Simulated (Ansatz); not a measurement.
# SnSe: the cost of one run

Method: DFT PBE+D3(BJ), scalar-relativistic, plane waves, PAW, in Ansatz 0.2.0.

2 further runs of the same task are left out: 2 that didn't finish.

## Step 1: The system as given

Symmetry: P4/nmm, No. 129, tetragonal system. Conventional cell: a = 4.285 Å, b = 4.285 Å, c = 10.991 Å, α = 90.00°, β = 90.00°, γ = 90.00°. Around Sn (site symmetry 4mm) lie 5 Se at 2.68 to 3.03 Å. Around Se (site symmetry 4mm) lie 5 Sn at 2.68 to 3.03 Å.

Structure file:

```
Sn Se
1.0
     4.28533    0.00000    0.00000
     0.00000    4.28533    0.00000
     0.00000    0.00000   10.99069
Sn Se
2 2
Direct
  0.50000 0.00000 0.37223
  0.00000 0.50000 0.62777
  0.50000 0.00000 0.61604
  0.00000 0.50000 0.38396
```

Source of the structure: the Materials Project (structure only).

(A quick probe on a coarse mesh, which set the mesh and smearing, is not shown.)

## Step 3: Relaxing cell and atoms

Contents of input.yaml:

```yaml
crystal:
  lattice:
    - [4.2853274191, 0.0, 0.0]
    - [0.0, 4.2853274191, 0.0]
    - [0.0, 0.0, 10.99069213]
  atoms:
    - { symbol: Sn, position: [0.5, 0.0, 0.37222911] }
    - { symbol: Sn, position: [0.0, 0.5, 0.62777089] }
    - { symbol: Se, position: [0.5, 0.0, 0.61603949] }
    - { symbol: Se, position: [0.0, 0.5, 0.38396051] }
basis:
  ecutwfc: 420
kpoints:
  mp_grid: { grid: [6, 6, 4] }
hamiltonian:
  xc: pbe
  dispersion: d3bj
scf:
  occupations: { method: gaussian, width: 0.02 }
output:
  forces: true
  stress: true
  eigenvalues: true
  write_density: true
  write_potential: true
  elf: true
  volumetric_format: npy
relax:
  adjacent_minimum: "off"
  f_tol: 0.005
  max_steps: 80
  cell: { stress_tol: 0.05 }
```

On the command line:

```
> ansatz run input.yaml --threads 1 --pin off --max-ram 2560MiB --backend cpu --events-out ev --progress --plain --runs-dir out
```

**Question.** How long does this run take on 1 thread of Arm Neoverse V1, shared host, and how much memory does it need?

About 4.7 min, with a peak of 0.53 GiB.
